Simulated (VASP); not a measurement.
# Bi2Te2Se (R-3m) in VASP: equation of state

Aim: energy against volume of Bi2Te2Se in PBEsol, for its equilibrium volume and stiffness.

Everything below comes from runs of VASP 6.6.1. Logs are shortened: lines on timing, memory, paths and dates and some standing lists are left out, and cuts for length are marked.

**1. The crystal as given**

It takes space group R-3m (No. 166, trigonal). The conventional cell has a = 4.322 Å, b = 4.322 Å, c = 31.757 Å, α = 90.00°, β = 90.00°, γ = 120.00°. Bi (site symmetry 3m) has 3 Te at 3.05 Å and 3 Se at 3.11 Å as nearest neighbours. Te (site symmetry 3m) has 3 Bi at 3.05 Å as nearest neighbours. Se (site symmetry -3m) has 6 Bi at 3.11 Å as nearest neighbours.

The cell is a database's computed one.

**2. Equation of state, PBEsol, 32.19 Å³/atom (volume scaled by 0.94)**

Contents of INCAR:

```
PREC     = Accurate       # precision mode
ENCUT    = 520            # plane-wave cutoff, eV
EDIFF    = 1E-7           # SCF threshold, eV
ISMEAR   = -1             # smearing method
SIGMA    = 0.05           # smearing width, eV
LREAL    = F              # projectors in reciprocal space
LASPH    = T              # aspherical terms in the spheres
NELM     = 80             # most SCF steps
ALGO     = Normal         # electronic algorithm
ISIF     = 2              # what is computed and relaxed
LWAVE    = F              # write WAVECAR
LCHARG   = F              # write CHGCAR
GGA      = PS             # functional
NBANDS   = 32             # bands
KPAR     = 2
```

Contents of KPOINTS:

```
Automatic mesh
0
Gamma
  7 7 7
```

Contents of POSCAR:

```
Bi2Te2Se
1.0
    2.1168549803      1.2221667928     10.3694785535
   -2.1168549803      1.2221667928     10.3694785535
    0.0000000000     -2.4443335855     10.3694785535
Bi Te Se
2 2 1
Direct
    0.3917212400      0.3917212400      0.3917212400
    0.6082787600      0.6082787600      0.6082787600
    0.7804048700      0.7804048700      0.7804048700
    0.2195951300      0.2195951300      0.2195951300
    0.0000000000      0.0000000000      0.0000000000
```

Potentials or basis: VASP PAW PBE potentials, release 64 (Bi_d, Te, Se).

Run with:

```sh
cat potpaw_PBE.64/Bi_d/POTCAR potpaw_PBE.64/Te/POTCAR potpaw_PBE.64/Se/POTCAR > POTCAR
mpirun -np 2 vasp_std > vasp.out
```

OUTCAR:

```text
PREC = Accurate
   ENCUT = 520
   EDIFF = 1E-7
   ISMEAR = -1
   LREAL = F
   LASPH = T
   NELM = 80
   ISIF = 2
   GGA = PS

 Found     44 irreducible k-points:

 Following reciprocal coordinates:
            Coordinates               Weight
  0.000000  0.000000  0.000000      1.000000
  0.142857 -0.000000 -0.000000      6.000000
  0.285714 -0.000000 -0.000000      6.000000
  0.428571 -0.000000 -0.000000      6.000000
  0.142857  0.142857 -0.000000      6.000000
  0.285714  0.142857 -0.000000     12.000000
   k-points           NKPTS =     44   k-points in BZ     NKDIM =     44   number of bands    NBANDS=     32
   number of dos      NEDOS =    301   number of ions     NIONS =      5
   total plane-waves  NPLWV = 512000
   dimension x,y,z NGX =    80 NGY =   80 NGZ =   80
   dimension x,y,z NGXF=   160 NGYF=  160 NGZF=  160
   ions per type =               2   2   1
   NGX,Y,Z   is equivalent  to a cutoff of  12.48, 12.48, 12.48 a.u.
   NGXF,Y,Z  is equivalent  to a cutoff of  24.97, 24.97, 24.97 a.u.
 SYSTEM =  unknown system
   PREC   = accura    normal or accurate (medium, high low for compatibility)
   ISTART =      0    job   : 0-new  1-cont  2-samecut
   ICHARG =      2    charge: 1-file 2-atom 10-const
   ISPIN  =      1    spin polarized calculation?
   LNONCOLLINEAR =      F non collinear calculations
   LSORBIT =      F    spin-orbit coupling
   LASPH  =      T    aspherical Exc in radial PAW
   ENCUT  =  520.0 eV  38.22 Ry    6.18 a.u.  19.81 19.81 19.81*2*pi/ulx,y,z
   NELM   =     80;   NELMIN=  2; NELMDL= -5     # of ELM steps
   EDIFF  = 0.1E-06   stopping-criterion for ELM
   LREAL  =      F    real-space projection
   EDIFFG = 0.1E-05   stopping-criterion for IOM
   NSW    =      0    number of steps for IOM
   IBRION =     -1    ionic relax: 0-MD 1-quasi-New 2-CG
   NFREE  =      0    steps in history (QN), initial steepest desc. (CG)
   ISIF   =      2    stress and relaxation
   ISYM   =      2    0-nonsym 1-usesym 2-fastsym
   POTIM  = 0.5000    time-step for ionic-motion
   TEBEG  =    0.0;   TEEND  =   0.0 temperature during run
   PSTRESS=    0.0 pullay stress
   NELECT =      48.0000    total number of electrons
   NUPDOWN=      -1.0000    fix difference up-down
   EMIN   =  10.00;   EMAX   =-10.00  energy-range for DOS
   EFERMI =   0.00;   METHOD = LEGACY
   ISMEAR =    -1;   SIGMA  =   0.05  broadening in eV -4-tet -1-fermi 0-gaus
   EFERMI_NEDOS =   21; number of points for ismear=-14 and -15
   IALGO  =     38    algorithm
   IMIX   =      4    mixing-type and parameters
     AMIX     =   0.40;   BMIX     =  1.00
     AMIX_MAG =   1.60;   BMIX_MAG =  1.00
  volume/ion in A,a.u.               =      32.19       217.25
  Fermi-wavevector in a.u.,A,eV,Ry     =   1.093735  2.066859 16.276046  1.196256
  Thomas-Fermi vector in A             =   2.230026
   LORBIT       =      0    0 simple, 1 ext, 2 COOP (PROOUT), +10 PAW based schemes
   GGA     = PS    functional components
   LHFCALC =     F    Hartree Fock is set to
   AEXX    =    0.0000 exact exchange contribution
   IVDW    =     0    specifies the selected vdW correction
   LEPSILON=     F    determine dielectric tensor
   LRPA    =     F    only Hartree local field effects (RPA)
 non-spin polarized calculation
  energy-cutoff  :      520.00
  volume of cell :      160.96
 maximum number of plane-waves:      4355
   NGX = 39   NGY = 39   NGZ = 39

 number of electron      47.9999995 magnetization

 Free energy of the ion-electron system (eV)
  ---------------------------------------------------
  ext. energy  EPLUGINS =         0.00000000
  ---------------------------------------------------
  free energy    TOTEN  =       -20.88688204 eV

  energy without entropy =      -20.88673450  energy(sigma->0) =      -20.88680827

 E-fermi :   5.6119     XC(G=0):  -9.4614

 val. band max:        5.4187052125   @ k =   0.0000   0.0000   0.0000
 cond. band min:       5.7742072282   @ k =   0.0000   0.0000   0.0000
 fundamental gap:      0.3555020156
 Fermi energy:         5.6118676129

 k-point     1 :       0.0000    0.0000    0.0000
  band No.  band energies     occupation
      1     -17.4325      2.00000
      2     -17.4325      2.00000
      3     -17.4291      2.00000
      4     -17.4291      2.00000
      5     -17.4161      2.00000
      6     -17.4140      2.00000
[... 24 lines left out ...]
     31      11.0808      0.00000
     32      11.8252      0.00000

 k-point     2 :       0.1429   -0.0000   -0.0000
  band No.  band energies     occupation
      1     -17.4354      2.00000
      2     -17.4312      2.00000
      3     -17.4292      2.00000
      4     -17.4260      2.00000
      5     -17.4156      2.00000
      6     -17.4138      2.00000
[... 24 lines left out ...]
     31      10.4671      0.00000
     32      11.1037      0.00000

 k-point     3 :       0.2857   -0.0000   -0.0000
  band No.  band energies     occupation
      1     -17.4433      2.00000
      2     -17.4370      2.00000
      3     -17.4245      2.00000
      4     -17.4207      2.00000
      5     -17.4194      2.00000
      6     -17.4137      2.00000
[... 24 lines left out ...]
     31       9.7701      0.00000
     32      11.5671      0.00000

 k-point     4 :       0.4286   -0.0000   -0.0000
  band No.  band energies     occupation
      1     -17.4503      2.00000
      2     -17.4422      2.00000
      3     -17.4240      2.00000
      4     -17.4221      2.00000
      5     -17.4178      2.00000
      6     -17.4161      2.00000
[... 24 lines left out ...]
     31       9.5051      0.00000
     32      11.2278      0.00000

 k-point     5 :       0.1429    0.1429   -0.0000
  band No.  band energies     occupation
      1     -17.4354      2.00000
      2     -17.4312      2.00000
      3     -17.4292      2.00000
      4     -17.4260      2.00000
      5     -17.4156      2.00000
      6     -17.4138      2.00000
[... 24 lines left out ...]
     31      10.5504      0.00000
     32      11.0248      0.00000

 k-point     6 :       0.2857    0.1429   -0.0000
  band No.  band energies     occupation
      1     -17.4391      2.00000
      2     -17.4347      2.00000
      3     -17.4251      2.00000
      4     -17.4247      2.00000
      5     -17.4165      2.00000
      6     -17.4149      2.00000
[... 24 lines left out ...]
     31      10.2680      0.00000
     32      10.3851      0.00000

 [... further k-points ...]

------------------------ aborting loop because EDIFF is reached ----------------------------------------

  FORCE on cell =-STRESS in cart. coord.  units (eV):
  Direction    XX          YY          ZZ          XY          YZ          ZX
  --------------------------------------------------------------------------------------
  -------------------------------------------------------------------------------------
  Total        1.9190850      1.9190850      1.8315867      0.0000000      0.0000000      0.0000000
  in kB       19.1018330     19.1018331     18.2309084      0.0000000      0.0000000      0.0000000
  external PRESSURE =      18.8115248 kB  Pullay stress =       0.0000000 kB

 VOLUME and BASIS-vectors are now :
 -----------------------------------------------------------------------------
  energy-cutoff  :      520.00
  volume of cell :      160.96
      direct lattice vectors                 reciprocal lattice vectors
     2.116854980  1.222166793 10.369478554     0.236199458  0.136369821  0.032145622
    -2.116854980  1.222166793 10.369478554    -0.236199458  0.136369821  0.032145622
     0.000000000 -2.444333585 10.369478554     0.000000000 -0.272739642  0.032145622

 POSITION                                       TOTAL-FORCE (eV/Angst)
 -----------------------------------------------------------------------------------
      0.00000      0.00000     12.18583         0.000000     -0.000000     -0.278725
      0.00000      0.00000     18.92260         0.000000      0.000000      0.278725
      0.00000      0.00000     24.27717         0.000000      0.000000      0.533573
      0.00000      0.00000      6.83126         0.000000     -0.000000     -0.533573
      0.00000      0.00000      0.00000         0.000000      0.000000      0.000000
 -----------------------------------------------------------------------------------
    total drift:                                0.000000      0.000000     -0.000000

  FREE ENERGIE OF THE ION-ELECTRON SYSTEM (eV)
  ---------------------------------------------------
  free  energy   TOTEN  =       -20.8868820370 eV

  energy  without entropy=      -20.8867345048  energy(sigma->0) =      -20.88680827
```

Wall time 9.6 min (2 MPI ranks of Intel Xeon 6975P-C (Granite Rapids), shared host); peak memory 1 GiB.

Results:

| Property | Result |
| --- | --- |
| Free energy | -20.8869 eV |
| Pressure | 1.9 GPa |
| Largest force | 0.534 eV/Å |
| Band gap on the k mesh | 0.36 eV, direct |

Caveat: the PAW data sets were made with another functional, which shifts forces and pressure a little; spin-orbit coupling is left out, which as a rule narrows the gap of such compounds by several tenths of an eV; an odd mesh through Γ misses points on the zone boundary, where band edges often lie.

**3. Equation of state, PBEsol, 32.88 Å³/atom (volume scaled by 0.96)**

INCAR is that of step 2.

KPOINTS is that of step 2.

POSCAR, as its differences from that of step 2:

```diff
@@ -2,5 +2,5 @@
 1.0
-    2.1168549803      1.2221667928     10.3694785535
-   -2.1168549803      1.2221667928     10.3694785535
-    0.0000000000     -2.4443335855     10.3694785535
+    2.1317629009      1.2307738847     10.4425054564
+   -2.1317629009      1.2307738847     10.4425054564
+    0.0000000000     -2.4615477695     10.4425054564
 Bi Te Se
```

Potentials or basis: VASP PAW PBE potentials, release 64 (Bi_d, Te, Se).

Run with:

```sh
cat potpaw_PBE.64/Bi_d/POTCAR potpaw_PBE.64/Te/POTCAR potpaw_PBE.64/Se/POTCAR > POTCAR
mpirun -np 2 vasp_std > vasp.out
```

It took 8.3 min on 2 MPI ranks of Intel Xeon 6975P-C (Granite Rapids), shared host; peak memory 1.1 GiB.

The run converged. Its results:

```yaml
Free_energy: -20.9144 eV
Pressure: 0.6 GPa
Largest_force: 0.338 eV/Å
Band_gap_on_the_k_mesh: 0.37 eV, direct
```

Caveat: the PAW data sets were made with another functional, which shifts forces and pressure a little; spin-orbit coupling is left out, which as a rule narrows the gap of such compounds by several tenths of an eV; an odd mesh through Γ misses points on the zone boundary, where band edges often lie.

**4. Equation of state, PBEsol, 33.56 Å³/atom (volume scaled by 0.98)**

INCAR is that of step 3.

KPOINTS is that of step 3.

POSCAR, as its differences from that of step 3:

```diff
@@ -2,5 +2,5 @@
 1.0
-    2.1317629009      1.2307738847     10.4425054564
-   -2.1317629009      1.2307738847     10.4425054564
-    0.0000000000     -2.4615477695     10.4425054564
+    2.1464651786      1.2392622487     10.5145250113
+   -2.1464651786      1.2392622487     10.5145250113
+    0.0000000000     -2.4785244974     10.5145250113
 Bi Te Se
```

Run with:

```sh
cat potpaw_PBE.64/Bi_d/POTCAR potpaw_PBE.64/Te/POTCAR potpaw_PBE.64/Se/POTCAR > POTCAR
mpirun -np 2 vasp_std > vasp.out
```

Run time: 7.1 min. Hardware: 2 MPI ranks of Intel Xeon 6975P-C (Granite Rapids), shared host; peak memory 1 GiB.

Results (log left out):

- Free energy: -20.9170 eV
- Pressure: -0.5 GPa
- Largest force: 0.157 eV/Å
- Band gap on the k mesh: 0.38 eV, direct

Caveat: the PAW data sets were made with another functional, which shifts forces and pressure a little; spin-orbit coupling is left out, which as a rule narrows the gap of such compounds by several tenths of an eV; an odd mesh through Γ misses points on the zone boundary, where band edges often lie.

**5. Equation of state, PBEsol, 34.93 Å³/atom (volume scaled by 1.02)**

INCAR is that of step 4.

KPOINTS is that of step 4.

POSCAR, as its differences from that of step 4:

```diff
@@ -2,5 +2,5 @@
 1.0
-    2.1464651786      1.2392622487     10.5145250113
-   -2.1464651786      1.2392622487     10.5145250113
-    0.0000000000     -2.4785244974     10.5145250113
+    2.1752802302      1.2558986265     10.6556764182
+   -2.1752802302      1.2558986265     10.6556764182
+    0.0000000000     -2.5117972530     10.6556764182
 Bi Te Se
```

Run with:

```sh
cat potpaw_PBE.64/Bi_d/POTCAR potpaw_PBE.64/Te/POTCAR potpaw_PBE.64/Se/POTCAR > POTCAR
mpirun -np 2 vasp_std > vasp.out
```

Wall time 12 min (2 MPI ranks of Intel Xeon 6975P-C (Granite Rapids), shared host); peak memory 1.2 GiB.

The run converged. Its results:

```
Free energy            : -20.8578 eV
Pressure               : -2.3 GPa
Largest force          : 0.166 eV/Å
Band gap on the k mesh : 0.41 eV, direct
```

Caveat: the PAW data sets were made with another functional, which shifts forces and pressure a little; spin-orbit coupling is left out, which as a rule narrows the gap of such compounds by several tenths of an eV; an odd mesh through Γ misses points on the zone boundary, where band edges often lie.

**6. Equation of state, PBEsol, 35.62 Å³/atom (volume scaled by 1.04)**

INCAR is that of step 5.

KPOINTS is that of step 5.

POSCAR, as its differences from that of step 5:

```diff
@@ -2,5 +2,5 @@
 1.0
-    2.1752802302      1.2558986265     10.6556764182
-   -2.1752802302      1.2558986265     10.6556764182
-    0.0000000000     -2.5117972530     10.6556764182
+    2.1894058223      1.2640540409     10.7248710611
+   -2.1894058223      1.2640540409     10.7248710611
+    0.0000000000     -2.5281080818     10.7248710611
 Bi Te Se
```

Potentials or basis: VASP PAW PBE potentials, release 64 (Bi_d, Te, Se).

Run with:

```sh
cat potpaw_PBE.64/Bi_d/POTCAR potpaw_PBE.64/Te/POTCAR potpaw_PBE.64/Se/POTCAR > POTCAR
mpirun -np 2 vasp_std > vasp.out
```

It took 12 min on 2 MPI ranks of Intel Xeon 6975P-C (Granite Rapids), shared host; peak memory 1.2 GiB.

The run converged. Its results:

```
Free energy            : -20.8004 eV
Pressure               : -3.1 GPa
Largest force          : 0.312 eV/Å
Band gap on the k mesh : 0.42 eV, direct
```

Caveat: the PAW data sets were made with another functional, which shifts forces and pressure a little; spin-orbit coupling is left out, which as a rule narrows the gap of such compounds by several tenths of an eV; an odd mesh through Γ misses points on the zone boundary, where band edges often lie.

**7. Equation of state, PBEsol, 36.30 Å³/atom (volume scaled by 1.06)**

INCAR is that of step 6.

KPOINTS is that of step 6.

POSCAR, as its differences from that of step 6:

```diff
@@ -2,5 +2,5 @@
 1.0
-    2.1894058223      1.2640540409     10.7248710611
-   -2.1894058223      1.2640540409     10.7248710611
-    0.0000000000     -2.5281080818     10.7248710611
+    2.2033514583      1.2721055576     10.7931841835
+   -2.2033514583      1.2721055576     10.7931841835
+    0.0000000000     -2.5442111152     10.7931841835
 Bi Te Se
```

Run with:

```sh
cat potpaw_PBE.64/Bi_d/POTCAR potpaw_PBE.64/Te/POTCAR potpaw_PBE.64/Se/POTCAR > POTCAR
mpirun -np 2 vasp_std > vasp.out
```

Run time: 12 min. Hardware: 2 MPI ranks of Intel Xeon 6975P-C (Granite Rapids), shared host; peak memory 1.3 GiB.

The run converged. Its results:

* Free energy: -20.7274 eV
* Pressure: -3.8 GPa
* Largest force: 0.447 eV/Å
* Band gap on the k mesh: 0.43 eV, direct

Caveat: the PAW data sets were made with another functional, which shifts forces and pressure a little; spin-orbit coupling is left out, which as a rule narrows the gap of such compounds by several tenths of an eV; an odd mesh through Γ misses points on the zone boundary, where band edges often lie.

**8. Equation of state, PBEsol**

This step only gathers the single runs of the series.

Results:

```yaml
Equilibrium_volume: 33.29 Å³/atom
Bulk_modulus_at_fixed_shape_and_positions: 53 GPa
Pressure_derivative_of_the_bulk_modulus: 4.6
```

Energy against volume, from the lowest point:
```csv
volume (Å³/atom),energy (meV/atom)
32.193,6.02
32.878,0.52
33.563,0.00
34.248,3.94
34.933,11.85
35.618,23.31
36.303,37.93
```

Caveat: the cell was scaled at fixed shape and fractional positions, which overstates the stiffness of a crystal with free parameters, most of all of layers and chains; the PAW data sets were made with another functional, which shifts forces and pressure a little; spin-orbit coupling is left out, which moves the levels of the heavy elements.
